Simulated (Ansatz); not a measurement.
# GeSe: the cost of one run

Method: DFT PBE+D3(BJ), scalar-relativistic, plane waves, PAW, in Ansatz 0.2.0.

That is the level of the relaxation; later steps name their own.

1 further run of the same task is left out (set aside as unsound or not needed).

## 1. The starting structure

The structure is orthorhombic, space group Pnma (No. 62). The conventional cell has a = 10.960 Å, b = 3.877 Å, c = 4.430 Å, α = 90.00°, β = 90.00°, γ = 90.00°. Ge (site symmetry m) is surrounded by 3 Se at 2.58 to 2.60 Å. Se (site symmetry m) is surrounded by 3 Ge at 2.58 to 2.60 Å.

Coordinates:

```xyz
8
Lattice="10.9599 0.0000 0.0000 0.0000 3.8765 0.0000 0.0000 0.0000 4.4301" Properties=species:S:1:pos:R:3 pbc="T T T"
Ge    1.3505    2.9074    3.9244
Ge    6.8305    2.9074    2.7208
Ge    4.1294    0.9691    1.7093
Ge    9.6094    0.9691    0.5057
Se    9.3669    2.9074    2.2240
Se    3.8869    2.9074   -0.0090
Se    7.0730    0.9691    4.4391
Se    1.5931    0.9691    2.2061
```

It is the result of an earlier relaxation at this level (volume 23.53 Å³/atom; gap on the mesh: 0.73 eV).

## 2. Band edges over the whole zone

Contents of input.yaml:

```yaml
crystal:
  lattice:
    - [10.9599057379, 0.0, 0.0]
    - [0.0, 3.876542736, 0.0]
    - [0.0, 0.0, 4.4301029359]
  atoms:
    - { symbol: Ge, position: [0.1232228237, 0.75, 0.8858427794] }
    - { symbol: Ge, position: [0.6232228237, 0.75, 0.6141572206] }
    - { symbol: Ge, position: [0.3767771763, 0.25, 0.3858427794] }
    - { symbol: Ge, position: [0.8767771763, 0.25, 0.1141572206] }
    - { symbol: Se, position: [0.8546473719, 0.75, 0.5020252264] }
    - { symbol: Se, position: [0.3546473719, 0.75, -0.0020252264] }
    - { symbol: Se, position: [0.6453526281, 0.25, 1.0020252264] }
    - { symbol: Se, position: [0.1453526281, 0.25, 0.4979747736] }
basis:
  ecutwfc: 420
kpoints:
  mp_grid: { grid: [4, 8, 6] }
  band_path: { path: [VBM, CBM], npoints: 2 }
hamiltonian:
  xc: pbe
  dispersion: d3bj
scf:
  occupations: { method: gaussian, width: 0.02 }
output:
  forces: true
  stress: true
  eigenvalues: true
```

Started as:

```sh
> ansatz run input.yaml --threads 4 --pin off --max-ram 10240MiB --backend cpu --events-out ev --progress --plain --runs-dir out
```

Q: Estimate wall time and peak memory on 4 threads of Arm Neoverse V1, shared host.

About 70 s, with a peak of 0.94 GiB.
